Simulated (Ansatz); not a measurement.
## ZrN: levels along high-symmetry lines

```
Zr N
1.0
     0.00000    2.28423    2.28423
     2.28423    0.00000    2.28423
     2.28423    2.28423    0.00000
Zr N
1 1
Direct
  0.00000 0.00000 0.00000
  0.50000 0.50000 0.50000
```

Atoms are numbered in the order listed.

The conventional cell has a = 4.568 Å, b = 4.568 Å, c = 4.568 Å, α = 90.00°, β = 90.00°, γ = 90.00°. Around Zr (atom 1) lie 6 N at 2.28 Å. Around N (atom 2) lie 6 Zr at 2.28 Å.

The geometry is COD entry 4303945, unchecked; take it as a test cell.

Spin polarisation is left out, and whether a magnetic state lies lower isn't shown here.

Level of theory: Ansatz 0.2.0, DFT, LDA, all-electron LAPW, scalar-relativistic.

Numerical set-up: a Γ-centred 9×9×9 k mesh, Fermi–Dirac smearing of 0.03 eV, basis error target 0.25 meV/atom, no spin polarisation.

Points in fractions of the reciprocal vectors of this cell: Γ (0, 0, 0), X (0.5, 0, 0.5), U (0.625, 0.25, 0.625), K (0.375, 0.375, 0.75), L (0.5, 0.5, 0.5), W (0.5, 0.25, 0.75). The path joins them by straight lines in the order Γ–X–U–K–Γ–L–W–X; legs that retrace an earlier one aren't tabulated. Energies are in eV from the Fermi level.

Question: Is there a gap?

Answer: none: with an odd electron count and no spin polarisation the bands can't all be full, a metal in this set-up (spin order or a larger cell could open a gap).

Question: List the levels between -8 and 1.5 eV at the symmetry points.

Answer: 
Γ: -2.61 (×3), -0.39 (×3)
X: -4.47, -3.51, -3.10 (×2)
U: -5.48, -4.67, -4.43, -0.68
K: -5.48, -4.67, -4.43, -0.68
L: -7.68, -5.70 (×2)
W: -5.43, -4.69 (×2), 1.07 (×2)
